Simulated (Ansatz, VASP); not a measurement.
**One calculation of MgO, two programs**

Contents of INCAR:

```
SYSTEM = MgO
PREC = Accurate
ENCUT = 520
EDIFF = 1E-6
ISMEAR = 0
SIGMA = 0.05
LREAL = .FALSE.
LASPH = .TRUE.
NELM = 80
ALGO = Normal
ISIF = 2
LWAVE = .FALSE.
LCHARG = .FALSE.
GGA = PE
NBANDS = 26
```

File KPOINTS:

```
Automatic mesh
0
G
  9 9 4
  0 0 0
```

File POSCAR:

```
MgO
1.0
    3.3402838896      0.0000000000      0.0000000000
   -1.6701419448      2.8927707042      0.0000000000
    0.0000000000      0.0000000000      8.9242364678
Mg O
4 4
Direct
    0.3333333333      0.6666666667      0.9694906392
    0.0000000000      0.0000000000      0.2208211786
    0.0000000000      0.0000000000      0.7208211786
    0.6666666667      0.3333333333      0.4694906392
    0.3333333333      0.6666666667      0.7800420079
    0.0000000000      0.0000000000      0.5296443544
    0.0000000000      0.0000000000      0.0296443544
    0.6666666667      0.3333333333      0.2800420079
```

Input for Ansatz:

```yaml
crystal:
  lattice:
    - [3.3402838896, 0.0, 0.0]
    - [-1.6701419448, 2.8927707042, 0.0]
    - [0.0, 0.0, 8.9242364678]
  atoms:
    - { symbol: Mg, position: [0.3333333333, 0.6666666667, 0.9694906392] }
    - { symbol: Mg, position: [0.0, 0.0, 0.2208211786] }
    - { symbol: Mg, position: [0.0, 0.0, 0.7208211786] }
    - { symbol: Mg, position: [0.6666666667, 0.3333333333, 0.4694906392] }
    - { symbol: O, position: [0.3333333333, 0.6666666667, 0.7800420079] }
    - { symbol: O, position: [0.0, 0.0, 0.5296443544] }
    - { symbol: O, position: [0.0, 0.0, 0.0296443544] }
    - { symbol: O, position: [0.6666666667, 0.3333333333, 0.2800420079] }
basis:
  ecutwfc: 520.0
kpoints:
  mp_grid: { grid: [9, 9, 4] }
hamiltonian:
  xc: pbe
  pseudopotentials: { kind: paw, azcp: { folder: soft_1 } }
scf:
  occupations: { method: gaussian, width: 0.05 }
output:
  forces: true
  stress: true
  eigenvalues: true
```

Alike in both runs: task single point; functional PBE; k mesh 9 × 9 × 4; occupations gaussian, width 0.05 eV; no spin polarisation.

```csv
,VASP,Ansatz
version,VASP 6.6.1,Ansatz 0.2.0
potentials or method,"VASP PAW PBE potentials, release 64 (Mg, O)","scalar-relativistic, plane waves, PAW"
plane-wave cutoff (eV),520,520
valence electrons in the cell,32,64
```

VASP gave:

```
gap on the k mesh at the Fermi level (eV)       : 3.67
least direct gap on the mesh (eV)               : 3.67
pressure (GPa)                                  : 26.2
largest component of the traceless stress (GPa) : 47.26
rms of the force components (eV/Å)              : 2.647
```

Q: Which values does Ansatz return?

A: gap on the k mesh at the Fermi level (eV): 3.68; least direct gap on the mesh (eV): 3.68; pressure (GPa): 26.1; largest component of the traceless stress (GPa): 46.03; rms of the force components (eV/Å): 2.571.

Atom by atom the forces differ by 0.076 eV/Å (rms over components). The functional is the same, so the differences come from potentials, cutoffs and numerics. The two sets of potentials don't hold the same shells in valence.

Caveats: so large a pressure means that the cell lies far from this level's equilibrium, or that cutoff or potentials fall short (VASP); an odd mesh through Γ misses points on the zone boundary, where band edges often lie; forces of over 1 eV/Å show positions far from the minimum, so gaps and moduli don't describe the material at rest.
